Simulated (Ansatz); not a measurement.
Recipe of this trial structure of SiO₂: random cell by space group and Wyckoff sites (Pbam, No. 55). Lengths were set from tabulated atomic sizes, so they are only a guess.

```cif
data_structure
_symmetry_space_group_name_H-M 'Pbam'
_symmetry_Int_Tables_number 55
_cell_length_a 3.6047
_cell_length_b 4.4627
_cell_length_c 5.0464
_cell_angle_alpha 90.000
_cell_angle_beta 90.000
_cell_angle_gamma 90.000
_cell_volume 81.18
loop_
_atom_site_label
_atom_site_type_symbol
_atom_site_symmetry_multiplicity
_atom_site_Wyckoff_symbol
_atom_site_fract_x
_atom_site_fract_y
_atom_site_fract_z
_atom_site_occupancy
Si1 Si 2 d 0.00000 0.50000 0.50000 1
O1 O 4 g 0.12635 0.38176 0.00000 1
```

The calculation used DFT PBE, scalar-relativistic, plane waves, PAW (Ansatz 0.2.0). Cutoff 420 eV, Gaussian smearing, Γ-centred meshes. Cell and atoms relax first on a coarse mesh and then on a finer one. In between, the cell is made exact in the group found at 0.06 Å. In metals the finer mesh still leaves noise of several meV/atom or more. The steps can't lower the symmetry of their start. No spin polarisation in the relaxation; trial moments died out in a coarse test.

A guess keeps its type if space group and coordination stay and the shape of the cell changes little (axis ratios within about 15 %, angles within 6°); the volume may change.

Question: Will the relaxed cell still be of the starting type?

Answer: It doesn't keep its type. The symmetry stays Pbam (No. 55). The volume per atom grows by 3.8 %, from 13.5 to 14.0 Å³. The shortest distance goes from 1.39 Å (O–O) to 1.54 Å (O–O). Counting neighbours within 15 % of an atom's shortest distance, the start has O 1, Si 8 and the end O 1, Si 4. In detail, at the end Si is surrounded by 4 O at 1.95 Å; O has 1 O at 1.54 Å and 2 Si at 1.95 Å.

```
CELL_PARAMETERS angstrom
3.96674 0.00000 0.00000
0.00000 5.93447 0.00000
0.00000 0.00000 3.57796
ATOMIC_POSITIONS crystal
Si 0.00000 0.50000 0.50000
Si 0.50000 0.00000 0.50000
O 0.19080 0.47770 0.00000
O 0.80920 0.52230 0.00000
O 0.30920 0.97770 0.00000
O 0.69080 0.02230 0.00000
```

The last run used a 10×6×10 mesh (in the run's order of axes) for its 6-atom cell and Gaussian smearing of 0.10 eV. Weakly bound directions are ill-defined at this level, which has no dispersion term. Symmetry constrained the relaxation, so the result can be a saddle point. Another cell of SiO2 relaxed alike, in I-42d (a cell as deposited in COD), lies 2.93 eV/atom lower, so this cell isn't the stable form at this level.
